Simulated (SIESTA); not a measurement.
Crystal: TiO2 (Anatase).

```xyz
6
Lattice="-1.8921 1.8921 4.7573 1.8921 -1.8921 4.7573 1.8921 1.8921 -4.7573" Properties=species:S:1:pos:R:3 pbc="T T T"
Ti    0.0000    1.8921    2.3786
Ti    0.0000    0.0000    0.0000
O     0.0000    0.0000    7.5346
O     0.0000    1.8921    0.3987
O     0.0000    1.8921    4.3586
O     0.0000    0.0000    1.9800
```

Base run:

```yaml
Program: SIESTA 5.4.2
Functional: vdW-DF-cx
Potentials_or_basis: PseudoDojo 0.4 standard (PBE files)
Basis: DZP (energy shift 0.003 Ry; two zetas on semicore shells)
Grid_cutoff: 800 Ry
Energy_shift: 0.003 Ry
k_mesh: 7 × 7 × 7
Occupations: fermi-dirac, width 0.05 eV
Spin: no spin polarisation
```

Its results: band gap on the k mesh 1.99 eV, indirect (least direct gap 2.33 eV); pressure 4.4 GPa; largest force 0.175 eV/Å.

**Question.** After a change of settings the same cell gave: band gap on the k mesh 1.99 eV, indirect (least direct gap 2.32 eV); pressure 9.1 GPa; largest force 0.201 eV/Å. Which change was it?
A. functional from vdW-DF-cx to PBEsol; potentials or basis from PseudoDojo 0.4 standard (PBE files) to PseudoDojo 0.4 standard (PBEsol files)
B. functional from vdW-DF-cx to BLYP; k mesh from 7 × 7 × 7 to 10 × 10 × 10
C. functional from vdW-DF-cx to PBE
D. basis from DZP (energy shift 0.003 Ry; two zetas on semicore shells) to DZP (energy shift 0.002 Ry); energy shift from 0.003 Ry to 0.002 Ry

**Answer.** C.

Caveats: the basis of atomic orbitals isn't converged, which shifts pressures, moduli and gaps; the potentials were made for another functional, which shifts forces and pressure (some runs).

Not every run made on this cell is shown here.
